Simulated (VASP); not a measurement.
These are PBE GGA, VASP's PBE PAW potentials (set 64) (plane waves; VASP) values and carry that method's errors.

VASP ran on this input.

INCAR:
```
ALGO = Normal
EDIFF = 1E-7
ENCUT = 520
GGA = PE
ICHARG = 11
ISMEAR = 0
LASPH = .TRUE.
LCHARG = .FALSE.
LMAXMIX = 4
LORBIT = 11
LREAL = .FALSE.
LWAVE = .FALSE.
NELM = 100
PREC = Accurate
SIGMA = 0.05
SYSTEM = GeO2
```

KPOINTS:
```
k-points along high-symmetry lines
10
Line-mode
Reciprocal
  0.000000   0.000000   0.000000 ! GAMMA
  0.000000   0.500000   0.000000 ! X

  0.000000   0.500000   0.000000 ! X
  0.500000   0.500000   0.000000 ! M

  0.500000   0.500000   0.000000 ! M
  0.000000   0.000000   0.000000 ! GAMMA

  0.000000   0.000000   0.000000 ! GAMMA
  0.000000   0.000000   0.500000 ! Z

  0.000000   0.000000   0.500000 ! Z
  0.000000   0.500000   0.500000 ! R

  0.000000   0.500000   0.500000 ! R
  0.500000   0.500000   0.500000 ! A

  0.500000   0.500000   0.500000 ! A
  0.000000   0.000000   0.500000 ! Z

  0.000000   0.500000   0.000000 ! X
  0.000000   0.500000   0.500000 ! R

  0.500000   0.500000   0.000000 ! M
  0.500000   0.500000   0.500000 ! A
```

File POSCAR:
```
GeO2
1
    4.4860945074    -0.0000000000     0.0000000000
   -0.0000000000     4.4860945074     0.0000000000
    0.0000000000     0.0000000000     2.9094327328
Ge O
2 4
Direct
  0.0000000000   1.0000000000   0.0000000000
  0.5000000000   0.5000000000   0.5000000000
  0.3069117064   0.3069117064   1.0000000000
  0.8069117064   0.1930882936   0.5000000000
  0.1930882936   0.8069117064   0.5000000000
  0.6930882936   0.6930882936   0.0000000000
```

POTCAR, in this order: Ge_d O (PBE.64 set). Program: vasp_std. Read from the step before: CHGCAR.

Output

### OUTCAR
```
 ion  position               nearest neighbor table
   1  0.000  0.000  0.000-   4 1.90   5 1.90   4 1.90   5 1.90   3 1.95   6 1.95
   2  0.500  0.500  0.500-   3 1.90   6 1.90   3 1.90   6 1.90   5 1.95   4 1.95
   3  0.307  0.307  0.000-   2 1.90   2 1.90   1 1.95
   4  0.807  0.193  0.500-   1 1.90   1 1.90   2 1.95
   5  0.193  0.807  0.500-   1 1.90   1 1.90   2 1.95
   6  0.693  0.693  0.000-   2 1.90   2 1.90   1 1.95
  LATTYP: Found a simple tetragonal cell.
 ALAT       =     4.4860945074
 C/A-ratio  =     0.6485446813
 Subroutine PRICEL returns:
 Original cell was already a primitive cell.
 Subroutine GETGRP returns: Found 16 space group operations
The static configuration has the point symmetry D_2h.
 The point group associated with its full space group is D_4h.
The dynamic configuration has the point symmetry D_2h.
 Subroutine INISYM returns: Found 16 space group operations
   k-points           NKPTS =     90   k-points in BZ     NKDIM =     90   number of bands    NBANDS=     31
   number of dos      NEDOS =    301   number of ions     NIONS =      6
   total plane-waves  NPLWV =  31104
   dimension x,y,z NGX =    36 NGY =   36 NGZ =   24
   dimension x,y,z NGXF=    72 NGYF=   72 NGZF=   48
   ions per type =               2   4
   PREC   = accura    normal or accurate (medium, high low for compatibility)
   ISTART =      0    job   : 0-new  1-cont  2-samecut
   ICHARG =     11    charge: 1-file 2-atom 10-const
   ISPIN  =      1    spin polarized calculation?
   LNONCOLLINEAR =      F non collinear calculations
   LSORBIT =      F    spin-orbit coupling
   INIWAV =      1    electr: 0-lowe 1-rand  2-diag
   ENCUT  =  520.0 eV  38.22 Ry    6.18 a.u.   8.34  8.34  5.41*2*pi/ulx,y,z
   NELM   =    100;   NELMIN=  2; NELMDL= -5     # of ELM steps
   EDIFF  = 0.1E-06   stopping-criterion for ELM
   LREAL  =      F    real-space projection
   NLSPLINE    = F    spline interpolate recip. space projectors
   LMAXMIX     =    4 max onsite mixed and CHGCAR
   VOSKOWN=      0    Vosko Wilk Nusair interpolation
   EDIFFG = 0.1E-05   stopping-criterion for IOM
   NSW    =      0    number of steps for IOM
   NBLOCK =      1;   KBLOCK =      1    inner block; outer block
...
```

OSZICAR:
```
       N       E                     dE             d eps       ncg     rms          rms(c)
DAV:   1     0.587859242939E+03    0.58786E+03   -0.26458E+04  7383   0.453E+03
DAV:   2     0.590687657242E+02   -0.52879E+03   -0.51085E+03  5886   0.989E+02
DAV:   3    -0.330383526078E+02   -0.92107E+02   -0.90733E+02  6476   0.227E+02
DAV:   4    -0.378035108948E+02   -0.47652E+01   -0.47446E+01  6623   0.608E+01
DAV:   5    -0.379212022125E+02   -0.11769E+00   -0.11765E+00  6725   0.948E+00
DAV:   6    -0.379248390386E+02   -0.36368E-02   -0.36366E-02  6838   0.147E+00
DAV:   7    -0.379249583264E+02   -0.11929E-03   -0.11929E-03  6894   0.243E-01
DAV:   8    -0.379249621612E+02   -0.38348E-05   -0.38348E-05  6967   0.433E-02
DAV:   9    -0.379249623525E+02   -0.19134E-06   -0.19133E-06  6164   0.868E-03
DAV:  10    -0.379249623601E+02   -0.76097E-08   -0.75728E-08  4823   0.182E-03
   1 F= -.37924962E+02 E0= -.37924962E+02  d E =-.360815E-12
```

**OUTCAR**
```
 val. band max:        5.2544145721   @ k =   0.0000   0.0000   0.0000

 cond. band min:       6.4411418308   @ k =   0.0000   0.0000   0.0000



 k-point     1 :       0.0000    0.0000    0.0000
  band No.  band energies     occupation
      1     -19.2690      2.00000
      2     -19.0542      2.00000
      3     -18.9335      2.00000
      4     -18.9335      2.00000
      5     -18.9237      2.00000
      6     -18.8722      2.00000
      7     -18.8713      2.00000
      8     -18.8400      2.00000
      9     -18.8260      2.00000
     10     -18.8260      2.00000
     11     -15.4327      2.00000
     12     -12.6405      2.00000
     13     -12.6405      2.00000
     14     -11.9408      2.00000
     15      -4.7521      2.00000
     16       0.0131      2.00000
     17       0.0131      2.00000
     18       0.5557      2.00000
     19       0.9818      2.00000
     20       1.9537      2.00000
     21       2.8470      2.00000
     22       3.2948      2.00000
     23       3.2948      2.00000
     24       4.4621      2.00000
     25       4.4621      2.00000
     26       5.2544      2.00000
     27       6.4411      0.00000
     28      10.7804      0.00000
     29      12.0094      0.00000
     30      12.0094      0.00000
     31      15.2623      0.00000

 k-point     2 :       0.0000    0.0556    0.0000
  band No.  band energies     occupation
      1     -19.2674      2.00000
      2     -19.0557      2.00000
      3     -18.9334      2.00000
      4     -18.9334      2.00000
      5     -18.9235      2.00000
      6     -18.8721      2.00000
      7     -18.8720      2.00000
      8     -18.8402      2.00000
      9     -18.8261      2.00000
     10     -18.8261      2.00000
     11     -15.4194      2.00000
     12     -12.6978      2.00000
     13     -12.6303      2.00000
     14     -11.9132      2.00000
     15      -4.7275      2.00000
     16      -0.0763      2.00000
     17       0.0303      2.00000
     18       0.5678      2.00000
...
```

The density is held fixed in this step, so its total energy and stress have no physical meaning.

The compound is GeO2 in the rutile structure. It was relaxed first, which changed the volume by +6 %.
